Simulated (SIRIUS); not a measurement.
# Sc (I4/mmm) in SIRIUS: a series of runs, part 2 of 3

SIRIUS 7.12.0.

### 3 Equation of state, rPW86PBE, 24.24 Å³/atom (volume scaled by 0.96)

Contents of sirius.json:

```json
{
  "control": {
    "processing_unit": "cpu",
    "std_evp_solver_name": "lapack",
    "gen_evp_solver_name": "lapack",
    "verbosity": 2,
    "print_forces": false,
    "ortho_rf": true,
    "use_second_variation": true,
    "rmt_max": 3.0,
    "num_bands_to_print": 14,
    "save_wf": true
  },
  "parameters": {
    "electronic_structure_method": "full_potential_lapwlo",
    "xc_functionals": ["XC_GGA_X_RPW86", "XC_GGA_C_PBE"],
    "core_relativity": "dirac",
    "valence_relativity": "iora",
    "num_fv_states": 14,
    "smearing": "fermi_dirac",
    "smearing_width": 0.0036749322,
    "pw_cutoff": 20,
    "gk_cutoff": 3.67,
    "lmax_apw": 10,
    "lmax_rho": 8,
    "lmax_pot": 8,
    "num_mag_dims": 0,
    "auto_rmt": 0,
    "ngridk": [10, 10, 10],
    "shiftk": [0, 0, 0],
    "num_dft_iter": 80,
    "energy_tol": 1e-07,
    "density_tol": 1e-05,
    "use_symmetry": true
  },
  "settings": {"tol_ne": 1e-10},
  "iterative_solver": {"type": "exact"},
  "mixer": {"type": "anderson", "beta": 0.5, "max_history": 8},
  "unit_cell": {
    "lattice_vectors": [
      [-0.597335242052, 0.597335242052, 0.535145977477],
      [0.597335242052, -0.597335242052, 0.535145977477],
      [0.597335242052, 0.597335242052, -0.535145977477]
    ],
    "atom_types": ["Sc"],
    "atom_files": {"Sc": "Sc.json"},
    "atoms": {"Sc": [[0.0, 0.0, 0.0]]},
    "lattice_vectors_scale": 5.9832865535
  }
}
```

Contents of Sc.json:

```json
{
  "name": "scandium",
  "symbol": "Sc",
  "number": 21,
  "mass": 44.955912,
  "rmin": 1e-06,
  "rmt": 2.4,
  "nrmt": 800,
  "rinf": 18.32,
  "core": "1s2s2p",
  "valence": [
    {"basis": [{"enu": 0.03, "dme": 0, "n": 0, "auto": 0}, {"enu": 0.03, "dme": 1, "n": 0, "auto": 0}]},
    {"l": 0, "n": 1, "basis": [{"enu": 0.13, "dme": 0, "n": 0, "auto": 0}]},
    {"l": 1, "n": 2, "basis": [{"enu": 0.13, "dme": 0, "n": 0, "auto": 0}]},
    {"l": 2, "n": 3, "basis": [{"enu": 0.13, "dme": 0, "n": 0, "auto": 0}]},
    {"l": 3, "n": 4, "basis": [{"enu": 0.13, "dme": 0, "n": 0, "auto": 0}]},
    {"l": 4, "n": 5, "basis": [{"enu": 0.13, "dme": 0, "n": 0, "auto": 0}]},
    {"l": 5, "n": 6, "basis": [{"enu": 0.13, "dme": 0, "n": 0, "auto": 0}]}
  ],
  "lo": [
    {"l": 0, "basis": [{"enu": 0.13, "dme": 0, "n": 0, "auto": 0}, {"enu": 0.13, "dme": 1, "n": 0, "auto": 0}]},
    {
      "l": 0,
      "basis": [{"enu": -1.7517, "dme": 0, "n": 3, "auto": 1}, {"enu": -1.7517, "dme": 1, "n": 3, "auto": 1}]
    },
    {
      "l": 0,
      "basis": [{"enu": -1.7517, "dme": 1, "n": 3, "auto": 1}, {"enu": 0.13, "dme": 0, "n": 0, "auto": 0}]
    },
    {"l": 0, "basis": [{"enu": 0.13, "dme": 0, "n": 0, "auto": 0}, {"enu": 2.9078, "dme": 0, "n": 0, "auto": 0}]},
    {
      "l": 0,
      "basis": [{"enu": 2.9078, "dme": 0, "n": 0, "auto": 0}, {"enu": 7.7689, "dme": 0, "n": 0, "auto": 0}]
    },
    {"l": 1, "basis": [{"enu": 0.13, "dme": 0, "n": 0, "auto": 0}, {"enu": 0.13, "dme": 1, "n": 0, "auto": 0}]},
    {
      "l": 1,
      "basis": [{"enu": -0.9769, "dme": 0, "n": 3, "auto": 1}, {"enu": -0.9769, "dme": 1, "n": 3, "auto": 1}]
    },
    {
      "l": 1,
      "basis": [{"enu": -0.9769, "dme": 1, "n": 3, "auto": 1}, {"enu": 0.13, "dme": 0, "n": 0, "auto": 0}]
    },
    {"l": 1, "basis": [{"enu": 0.13, "dme": 0, "n": 0, "auto": 0}, {"enu": 3.3244, "dme": 0, "n": 0, "auto": 0}]},
    {
      "l": 1,
      "basis": [{"enu": 3.3244, "dme": 0, "n": 0, "auto": 0}, {"enu": 8.9147, "dme": 0, "n": 0, "auto": 0}]
    },
    {"l": 2, "basis": [{"enu": 0.13, "dme": 0, "n": 0, "auto": 0}, {"enu": 0.13, "dme": 1, "n": 0, "auto": 0}]},
    {"l": 2, "basis": [{"enu": 0.13, "dme": 1, "n": 0, "auto": 0}, {"enu": 0.13, "dme": 2, "n": 0, "auto": 0}]},
    {"l": 2, "basis": [{"enu": 0.13, "dme": 0, "n": 0, "auto": 0}, {"enu": 2.8383, "dme": 0, "n": 0, "auto": 0}]},
    {
      "l": 2,
      "basis": [{"enu": 2.8383, "dme": 0, "n": 0, "auto": 0}, {"enu": 7.3522, "dme": 0, "n": 0, "auto": 0}]
    },
    {"l": 3, "basis": [{"enu": 0.13, "dme": 0, "n": 0, "auto": 0}, {"enu": 0.13, "dme": 1, "n": 0, "auto": 0}]},
    {"l": 3, "basis": [{"enu": 0.13, "dme": 1, "n": 0, "auto": 0}, {"enu": 0.13, "dme": 2, "n": 0, "auto": 0}]},
    {"l": 3, "basis": [{"enu": 0.13, "dme": 0, "n": 0, "auto": 0}, {"enu": 3.1508, "dme": 0, "n": 0, "auto": 0}]},
    {
      "l": 3,
      "basis": [{"enu": 3.1508, "dme": 0, "n": 0, "auto": 0}, {"enu": 8.1856, "dme": 0, "n": 0, "auto": 0}]
    },
    {"l": 4, "basis": [{"enu": 0.13, "dme": 0, "n": 0, "auto": 0}, {"enu": 0.13, "dme": 1, "n": 0, "auto": 0}]},
    {"l": 4, "basis": [{"enu": 0.13, "dme": 0, "n": 0, "auto": 0}, {"enu": 3.4633, "dme": 0, "n": 0, "auto": 0}]},
    {"l": 5, "basis": [{"enu": 0.13, "dme": 0, "n": 0, "auto": 0}, {"enu": 0.13, "dme": 1, "n": 0, "auto": 0}]},
    {"l": 5, "basis": [{"enu": 0.13, "dme": 0, "n": 0, "auto": 0}, {"enu": 3.7758, "dme": 0, "n": 0, "auto": 0}]}
  ],
  "free_atom": [... radial grid and density of the free atom, the start of the SCF ...]
}
```

Contents of sirius_start.json:

```json
{
  "control": {
    "processing_unit": "cpu",
    "std_evp_solver_name": "lapack",
    "gen_evp_solver_name": "lapack",
    "verbosity": 1,
    "print_forces": false,
    "ortho_rf": true,
    "use_second_variation": true,
    "rmt_max": 3.0,
    "num_bands_to_print": 14,
    "save_wf": false
  },
  "parameters": {
    "electronic_structure_method": "full_potential_lapwlo",
    "xc_functionals": ["XC_LDA_X", "XC_LDA_C_PW"],
    "core_relativity": "dirac",
    "valence_relativity": "iora",
    "num_fv_states": 14,
    "smearing": "fermi_dirac",
    "smearing_width": 0.0055123983,
    "pw_cutoff": 20,
    "gk_cutoff": 2.93,
    "lmax_apw": 10,
    "lmax_rho": 8,
    "lmax_pot": 8,
    "num_mag_dims": 0,
    "auto_rmt": 0,
    "ngridk": [4, 4, 4],
    "shiftk": [0, 0, 0],
    "num_dft_iter": 30,
    "energy_tol": 0.01,
    "density_tol": 0.05,
    "use_symmetry": true
  },
  "settings": {"tol_ne": 1e-10},
  "iterative_solver": {"type": "exact"},
  "mixer": {"type": "anderson", "beta": 0.5, "max_history": 8},
  "unit_cell": {
    "lattice_vectors": [
      [-0.597335242052, 0.597335242052, 0.535145977477],
      [0.597335242052, -0.597335242052, 0.535145977477],
      [0.597335242052, 0.597335242052, -0.535145977477]
    ],
    "atom_types": ["Sc"],
    "atom_files": {"Sc": "Sc.json"},
    "atoms": {"Sc": [[0.0, 0.0, 0.0]]},
    "lattice_vectors_scale": 5.9832865535
  }
}
```

Potentials or basis: all-electron FP-LAPW, apw+lo rich.

Started as:

```sh
$ OMP_NUM_THREADS=1 sirius.scf --input=sirius_start.json --output=start.json
$ OMP_NUM_THREADS=1 sirius.scf --input=sirius.json --output=output.json --task=1
```

Run time: 28 s. Hardware: 1 thread of Arm Neoverse V2, shared host; peak memory 0.43 GiB.

Results (log left out):

| Property | Result |
| --- | --- |
| Free energy | -20815.6712 eV |
| Band gap on the k mesh | none (metal or under the smearing width) |
| All electrons inside the program's atomic spheres | Sc 19.12 (radii Sc 2.4 bohr) |

### 4 Equation of state, rPW86PBE, 24.75 Å³/atom (volume scaled by 0.98)

Edit sirius.json of step 3 so:

```diff
@@ -40,5 +40,5 @@
     "lattice_vectors": [
-      [-0.597335242052, 0.597335242052, 0.535145977477],
-      [0.597335242052, -0.597335242052, 0.535145977477],
-      [0.597335242052, 0.597335242052, -0.535145977477]
+      [-0.59733524206, 0.59733524206, 0.535145977455],
+      [0.59733524206, -0.59733524206, 0.535145977455],
+      [0.59733524206, 0.59733524206, -0.535145977455]
     ],
@@ -47,3 +47,3 @@
     "atoms": {"Sc": [[0.0, 0.0, 0.0]]},
-    "lattice_vectors_scale": 5.9832865535
+    "lattice_vectors_scale": 6.0245519027
   }
```

Contents of Sc.json:

```json
{
  "name": "scandium",
  "symbol": "Sc",
  "number": 21,
  "mass": 44.955912,
  "rmin": 1e-06,
  "rmt": 2.4,
  "nrmt": 800,
  "rinf": 18.32,
  "core": "1s2s2p",
  "valence": [
    {"basis": [{"enu": 0.02, "dme": 0, "n": 0, "auto": 0}, {"enu": 0.02, "dme": 1, "n": 0, "auto": 0}]},
    {"l": 0, "n": 1, "basis": [{"enu": 0.12, "dme": 0, "n": 0, "auto": 0}]},
    {"l": 1, "n": 2, "basis": [{"enu": 0.12, "dme": 0, "n": 0, "auto": 0}]},
    {"l": 2, "n": 3, "basis": [{"enu": 0.12, "dme": 0, "n": 0, "auto": 0}]},
    {"l": 3, "n": 4, "basis": [{"enu": 0.12, "dme": 0, "n": 0, "auto": 0}]},
    {"l": 4, "n": 5, "basis": [{"enu": 0.12, "dme": 0, "n": 0, "auto": 0}]},
    {"l": 5, "n": 6, "basis": [{"enu": 0.12, "dme": 0, "n": 0, "auto": 0}]}
  ],
  "lo": [
    {"l": 0, "basis": [{"enu": 0.12, "dme": 0, "n": 0, "auto": 0}, {"enu": 0.12, "dme": 1, "n": 0, "auto": 0}]},
    {
      "l": 0,
      "basis": [{"enu": -1.7617, "dme": 0, "n": 3, "auto": 1}, {"enu": -1.7617, "dme": 1, "n": 3, "auto": 1}]
    },
    {
      "l": 0,
      "basis": [{"enu": -1.7617, "dme": 1, "n": 3, "auto": 1}, {"enu": 0.12, "dme": 0, "n": 0, "auto": 0}]
    },
    {"l": 0, "basis": [{"enu": 0.12, "dme": 0, "n": 0, "auto": 0}, {"enu": 2.8978, "dme": 0, "n": 0, "auto": 0}]},
    {
      "l": 0,
      "basis": [{"enu": 2.8978, "dme": 0, "n": 0, "auto": 0}, {"enu": 7.7589, "dme": 0, "n": 0, "auto": 0}]
    },
    {"l": 1, "basis": [{"enu": 0.12, "dme": 0, "n": 0, "auto": 0}, {"enu": 0.12, "dme": 1, "n": 0, "auto": 0}]},
    {
      "l": 1,
      "basis": [{"enu": -0.9869, "dme": 0, "n": 3, "auto": 1}, {"enu": -0.9869, "dme": 1, "n": 3, "auto": 1}]
    },
    {
      "l": 1,
      "basis": [{"enu": -0.9869, "dme": 1, "n": 3, "auto": 1}, {"enu": 0.12, "dme": 0, "n": 0, "auto": 0}]
    },
    {"l": 1, "basis": [{"enu": 0.12, "dme": 0, "n": 0, "auto": 0}, {"enu": 3.3144, "dme": 0, "n": 0, "auto": 0}]},
    {
      "l": 1,
      "basis": [{"enu": 3.3144, "dme": 0, "n": 0, "auto": 0}, {"enu": 8.9047, "dme": 0, "n": 0, "auto": 0}]
    },
    {"l": 2, "basis": [{"enu": 0.12, "dme": 0, "n": 0, "auto": 0}, {"enu": 0.12, "dme": 1, "n": 0, "auto": 0}]},
    {"l": 2, "basis": [{"enu": 0.12, "dme": 1, "n": 0, "auto": 0}, {"enu": 0.12, "dme": 2, "n": 0, "auto": 0}]},
    {"l": 2, "basis": [{"enu": 0.12, "dme": 0, "n": 0, "auto": 0}, {"enu": 2.8283, "dme": 0, "n": 0, "auto": 0}]},
    {
      "l": 2,
      "basis": [{"enu": 2.8283, "dme": 0, "n": 0, "auto": 0}, {"enu": 7.3422, "dme": 0, "n": 0, "auto": 0}]
    },
    {"l": 3, "basis": [{"enu": 0.12, "dme": 0, "n": 0, "auto": 0}, {"enu": 0.12, "dme": 1, "n": 0, "auto": 0}]},
    {"l": 3, "basis": [{"enu": 0.12, "dme": 1, "n": 0, "auto": 0}, {"enu": 0.12, "dme": 2, "n": 0, "auto": 0}]},
    {"l": 3, "basis": [{"enu": 0.12, "dme": 0, "n": 0, "auto": 0}, {"enu": 3.1408, "dme": 0, "n": 0, "auto": 0}]},
    {
      "l": 3,
      "basis": [{"enu": 3.1408, "dme": 0, "n": 0, "auto": 0}, {"enu": 8.1756, "dme": 0, "n": 0, "auto": 0}]
    },
    {"l": 4, "basis": [{"enu": 0.12, "dme": 0, "n": 0, "auto": 0}, {"enu": 0.12, "dme": 1, "n": 0, "auto": 0}]},
    {"l": 4, "basis": [{"enu": 0.12, "dme": 0, "n": 0, "auto": 0}, {"enu": 3.4533, "dme": 0, "n": 0, "auto": 0}]},
    {"l": 5, "basis": [{"enu": 0.12, "dme": 0, "n": 0, "auto": 0}, {"enu": 0.12, "dme": 1, "n": 0, "auto": 0}]},
    {"l": 5, "basis": [{"enu": 0.12, "dme": 0, "n": 0, "auto": 0}, {"enu": 3.7658, "dme": 0, "n": 0, "auto": 0}]}
  ],
  "free_atom": [... radial grid and density of the free atom, the start of the SCF ...]
}
```

Edit sirius_start.json of step 3 so:

```diff
@@ -40,5 +40,5 @@
     "lattice_vectors": [
-      [-0.597335242052, 0.597335242052, 0.535145977477],
-      [0.597335242052, -0.597335242052, 0.535145977477],
-      [0.597335242052, 0.597335242052, -0.535145977477]
+      [-0.59733524206, 0.59733524206, 0.535145977455],
+      [0.59733524206, -0.59733524206, 0.535145977455],
+      [0.59733524206, 0.59733524206, -0.535145977455]
     ],
@@ -47,3 +47,3 @@
     "atoms": {"Sc": [[0.0, 0.0, 0.0]]},
-    "lattice_vectors_scale": 5.9832865535
+    "lattice_vectors_scale": 6.0245519027
   }
```

Started as:

```sh
$ OMP_NUM_THREADS=1 sirius.scf --input=sirius_start.json --output=start.json
$ OMP_NUM_THREADS=1 sirius.scf --input=sirius.json --output=output.json --task=1
```

Run time: 29 s. Hardware: 1 thread of Arm Neoverse V2, shared host; peak memory 0.44 GiB.

Results (log left out):

| Quantity | Value |
| --- | --- |
| Free energy | -20815.6755 eV |
| Band gap on the k mesh | none (metal or under the smearing width) |
| All electrons inside the program's atomic spheres | Sc 19.10 (radii Sc 2.4 bohr) |

### 5 Equation of state, rPW86PBE, 25.25 Å³/atom

Edit sirius.json of step 4 so:

```diff
@@ -40,5 +40,5 @@
     "lattice_vectors": [
-      [-0.59733524206, 0.59733524206, 0.535145977455],
-      [0.59733524206, -0.59733524206, 0.535145977455],
-      [0.59733524206, 0.59733524206, -0.535145977455]
+      [-0.597335242053, 0.597335242053, 0.535145977457],
+      [0.597335242053, -0.597335242053, 0.535145977457],
+      [0.597335242053, 0.597335242053, -0.535145977457]
     ],
@@ -47,3 +47,3 @@
     "atoms": {"Sc": [[0.0, 0.0, 0.0]]},
-    "lattice_vectors_scale": 6.0245519027
+    "lattice_vectors_scale": 6.0652595694
   }
```

Sc.json is that of step 4.

Edit sirius_start.json of step 4 so:

```diff
@@ -40,5 +40,5 @@
     "lattice_vectors": [
-      [-0.59733524206, 0.59733524206, 0.535145977455],
-      [0.59733524206, -0.59733524206, 0.535145977455],
-      [0.59733524206, 0.59733524206, -0.535145977455]
+      [-0.597335242053, 0.597335242053, 0.535145977457],
+      [0.597335242053, -0.597335242053, 0.535145977457],
+      [0.597335242053, 0.597335242053, -0.535145977457]
     ],
@@ -47,3 +47,3 @@
     "atoms": {"Sc": [[0.0, 0.0, 0.0]]},
-    "lattice_vectors_scale": 6.0245519027
+    "lattice_vectors_scale": 6.0652595694
   }
```

Started as:

```sh
$ OMP_NUM_THREADS=1 sirius.scf --input=sirius_start.json --output=start.json
$ OMP_NUM_THREADS=1 sirius.scf --input=sirius.json --output=output.json --task=1
```

Wall time 30 s (1 thread of Arm Neoverse V2, shared host); peak memory 0.44 GiB.

It converged, with:

- Free energy: -20815.6762 eV
- Band gap on the k mesh: none (metal or under the smearing width)
- All electrons inside the program's atomic spheres: Sc 19.09 (radii Sc 2.4 bohr)

### 6 Equation of state, rPW86PBE, 25.76 Å³/atom (volume scaled by 1.02)

Edit sirius.json of step 5 so:

```diff
@@ -40,5 +40,5 @@
     "lattice_vectors": [
-      [-0.597335242053, 0.597335242053, 0.535145977457],
-      [0.597335242053, -0.597335242053, 0.535145977457],
-      [0.597335242053, 0.597335242053, -0.535145977457]
+      [-0.597335242053, 0.597335242053, 0.535145977461],
+      [0.597335242053, -0.597335242053, 0.535145977461],
+      [0.597335242053, 0.597335242053, -0.535145977461]
     ],
@@ -47,3 +47,3 @@
     "atoms": {"Sc": [[0.0, 0.0, 0.0]]},
-    "lattice_vectors_scale": 6.0652595694
+    "lattice_vectors_scale": 6.1054280219
   }
```

Contents of Sc.json:

```json
{
  "name": "scandium",
  "symbol": "Sc",
  "number": 21,
  "mass": 44.955912,
  "rmin": 1e-06,
  "rmt": 2.4,
  "nrmt": 800,
  "rinf": 18.32,
  "core": "1s2s2p",
  "valence": [
    {"basis": [{"enu": 0.01, "dme": 0, "n": 0, "auto": 0}, {"enu": 0.01, "dme": 1, "n": 0, "auto": 0}]},
    {"l": 0, "n": 1, "basis": [{"enu": 0.11, "dme": 0, "n": 0, "auto": 0}]},
    {"l": 1, "n": 2, "basis": [{"enu": 0.11, "dme": 0, "n": 0, "auto": 0}]},
    {"l": 2, "n": 3, "basis": [{"enu": 0.11, "dme": 0, "n": 0, "auto": 0}]},
    {"l": 3, "n": 4, "basis": [{"enu": 0.11, "dme": 0, "n": 0, "auto": 0}]},
    {"l": 4, "n": 5, "basis": [{"enu": 0.11, "dme": 0, "n": 0, "auto": 0}]},
    {"l": 5, "n": 6, "basis": [{"enu": 0.11, "dme": 0, "n": 0, "auto": 0}]}
  ],
  "lo": [
    {"l": 0, "basis": [{"enu": 0.11, "dme": 0, "n": 0, "auto": 0}, {"enu": 0.11, "dme": 1, "n": 0, "auto": 0}]},
    {
      "l": 0,
      "basis": [{"enu": -1.7717, "dme": 0, "n": 3, "auto": 1}, {"enu": -1.7717, "dme": 1, "n": 3, "auto": 1}]
    },
    {
      "l": 0,
      "basis": [{"enu": -1.7717, "dme": 1, "n": 3, "auto": 1}, {"enu": 0.11, "dme": 0, "n": 0, "auto": 0}]
    },
    {"l": 0, "basis": [{"enu": 0.11, "dme": 0, "n": 0, "auto": 0}, {"enu": 2.8878, "dme": 0, "n": 0, "auto": 0}]},
    {
      "l": 0,
      "basis": [{"enu": 2.8878, "dme": 0, "n": 0, "auto": 0}, {"enu": 7.7489, "dme": 0, "n": 0, "auto": 0}]
    },
    {"l": 1, "basis": [{"enu": 0.11, "dme": 0, "n": 0, "auto": 0}, {"enu": 0.11, "dme": 1, "n": 0, "auto": 0}]},
    {
      "l": 1,
      "basis": [{"enu": -0.9969, "dme": 0, "n": 3, "auto": 1}, {"enu": -0.9969, "dme": 1, "n": 3, "auto": 1}]
    },
    {
      "l": 1,
      "basis": [{"enu": -0.9969, "dme": 1, "n": 3, "auto": 1}, {"enu": 0.11, "dme": 0, "n": 0, "auto": 0}]
    },
    {"l": 1, "basis": [{"enu": 0.11, "dme": 0, "n": 0, "auto": 0}, {"enu": 3.3044, "dme": 0, "n": 0, "auto": 0}]},
    {
      "l": 1,
      "basis": [{"enu": 3.3044, "dme": 0, "n": 0, "auto": 0}, {"enu": 8.8947, "dme": 0, "n": 0, "auto": 0}]
    },
    {"l": 2, "basis": [{"enu": 0.11, "dme": 0, "n": 0, "auto": 0}, {"enu": 0.11, "dme": 1, "n": 0, "auto": 0}]},
    {"l": 2, "basis": [{"enu": 0.11, "dme": 1, "n": 0, "auto": 0}, {"enu": 0.11, "dme": 2, "n": 0, "auto": 0}]},
    {"l": 2, "basis": [{"enu": 0.11, "dme": 0, "n": 0, "auto": 0}, {"enu": 2.8183, "dme": 0, "n": 0, "auto": 0}]},
    {
      "l": 2,
      "basis": [{"enu": 2.8183, "dme": 0, "n": 0, "auto": 0}, {"enu": 7.3322, "dme": 0, "n": 0, "auto": 0}]
    },
    {"l": 3, "basis": [{"enu": 0.11, "dme": 0, "n": 0, "auto": 0}, {"enu": 0.11, "dme": 1, "n": 0, "auto": 0}]},
    {"l": 3, "basis": [{"enu": 0.11, "dme": 1, "n": 0, "auto": 0}, {"enu": 0.11, "dme": 2, "n": 0, "auto": 0}]},
    {"l": 3, "basis": [{"enu": 0.11, "dme": 0, "n": 0, "auto": 0}, {"enu": 3.1308, "dme": 0, "n": 0, "auto": 0}]},
    {
      "l": 3,
      "basis": [{"enu": 3.1308, "dme": 0, "n": 0, "auto": 0}, {"enu": 8.1656, "dme": 0, "n": 0, "auto": 0}]
    },
    {"l": 4, "basis": [{"enu": 0.11, "dme": 0, "n": 0, "auto": 0}, {"enu": 0.11, "dme": 1, "n": 0, "auto": 0}]},
    {"l": 4, "basis": [{"enu": 0.11, "dme": 0, "n": 0, "auto": 0}, {"enu": 3.4433, "dme": 0, "n": 0, "auto": 0}]},
    {"l": 5, "basis": [{"enu": 0.11, "dme": 0, "n": 0, "auto": 0}, {"enu": 0.11, "dme": 1, "n": 0, "auto": 0}]},
    {"l": 5, "basis": [{"enu": 0.11, "dme": 0, "n": 0, "auto": 0}, {"enu": 3.7558, "dme": 0, "n": 0, "auto": 0}]}
  ],
  "free_atom": [... radial grid and density of the free atom, the start of the SCF ...]
}
```

Edit sirius_start.json of step 5 so:

```diff
@@ -40,5 +40,5 @@
     "lattice_vectors": [
-      [-0.597335242053, 0.597335242053, 0.535145977457],
-      [0.597335242053, -0.597335242053, 0.535145977457],
-      [0.597335242053, 0.597335242053, -0.535145977457]
+      [-0.597335242053, 0.597335242053, 0.535145977461],
+      [0.597335242053, -0.597335242053, 0.535145977461],
+      [0.597335242053, 0.597335242053, -0.535145977461]
     ],
@@ -47,3 +47,3 @@
     "atoms": {"Sc": [[0.0, 0.0, 0.0]]},
-    "lattice_vectors_scale": 6.0652595694
+    "lattice_vectors_scale": 6.1054280219
   }
```

Potentials or basis: all-electron FP-LAPW, apw+lo rich.

Started as:

```sh
$ OMP_NUM_THREADS=1 sirius.scf --input=sirius_start.json --output=start.json
$ OMP_NUM_THREADS=1 sirius.scf --input=sirius.json --output=output.json --task=1
```

It took 30 s on 1 thread of Arm Neoverse V2, shared host; peak memory 0.44 GiB.

It converged, with:

```
Free energy                                       : -20815.6738 eV
Band gap on the k mesh                            : none (metal or under the smearing width)
All electrons inside the program's atomic spheres : Sc 19.08 (radii Sc 2.4 bohr)
```

(Continued in part 3 of 3.)
